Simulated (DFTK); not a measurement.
The system is C.

```xyz
2
Lattice="0.0000 1.7834 1.7834 1.7834 0.0000 1.7834 1.7834 1.7834 0.0000" Properties=species:S:1:pos:R:3 pbc="T T T"
C     2.6751    2.6751    2.6751
C     1.7834    1.7834    1.7834
```

This isn't the form of C at room conditions, which is graphite.

```yaml
Program: DFTK 0.8.2
Task: single point
Functional: PBEsol
Potentials_or_basis: dojo.nc.sr.pbesol.v0_4_1.standard.upf (PBEsol)
Cutoff: 1116 eV
k_mesh: 13 × 13 × 13
Occupations: fermi-dirac, width 0.05 eV
Spin: no spin polarisation
```

On this cell: pressure -3.2 GPa; largest force zero by symmetry; band gap on the k mesh 4.05 eV, indirect (least direct gap 5.56 eV).

The same run follows on a disturbed copy (atoms moved at random, drawn with an rms of 0.05 Å):

```
C
1.0
     0.00000    1.78337    1.78337
     1.78337    0.00000    1.78337
     1.78337    1.78337    0.00000
C
2
Direct
  0.74778 0.75306 0.75416
  0.48928 0.49860 0.49360
```

Task: What changes?

Result: The energy moves by +21.0 meV/atom; pressure -2.5 GPa; largest force 1.663 eV/Å; band gap on the k mesh 3.15 eV, indirect (least direct gap 3.95 eV).

Forces in eV/Å, atoms in the order of the input:
```
C   -0.898 -1.184 -0.747
C    0.898  1.184  0.747
```

Stress tensor (GPa, compression positive):
```
-2.45 -0.54 -1.29
-0.54 -2.56 -0.81
-1.29 -0.81 -2.40
```

Caveats: an odd mesh through Γ misses points on the zone boundary, where band edges often lie.
